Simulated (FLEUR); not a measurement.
**Li2Se under changes of volume**

One of the cells (18.045 Å³/atom); the others are scaled copies at fixed shape and fractional positions:

```
CELL_PARAMETERS angstrom
0.00000 3.00250 3.00250
3.00250 0.00000 3.00250
3.00250 3.00250 0.00000
ATOMIC_POSITIONS crystal
Se 0.00000 0.00000 0.00000
Li 0.75000 0.75000 0.75000
Li 0.25000 0.25000 0.25000
```

```yaml
Program: FLEUR MaX-R8.1 (later development tree)
Functional: PBEsol
Potentials_or_basis: all-electron
Basis: FLAPW
Kmax: 4.1 1/bohr
k_mesh: 8 × 8 × 8
Occupations: fermi-dirac, width 0.05 eV
Spin: no spin polarisation
```

```csv
volume (Å³/atom),energy over the lowest point (meV/atom),gap on the mesh (eV)
16.962,1.73,2.78
17.323,0.00,2.81
17.684,0.00,2.82
18.045,?,?
18.406,4.50,2.86
18.767,8.73,2.87
19.128,14.11,2.88
```

**Question.** What does the run at 18.045 Å³/atom give?

**Answer.** Energy over the lowest point 1.54 meV/atom; gap on the mesh 2.84 eV.

Worked out: A Birch-Murnaghan fit of order 3 (a polynomial in V^(-2/3)) to the other rows has its minimum at 17.50 Å³/atom with B0 = V·E''(V) = 35 GPa and B' = 3.9. It gives 1.55 meV/atom at 18.045 Å³/atom, against the run's 1.54. A straight line through the other rows of the gap, of slope 0.822 eV per unit of ln V, gives 2.84 eV, against the run's 2.84.

Energies are extrapolated to zero smearing.

A mesh can miss the band edges. Spin-orbit coupling on Se is left out.
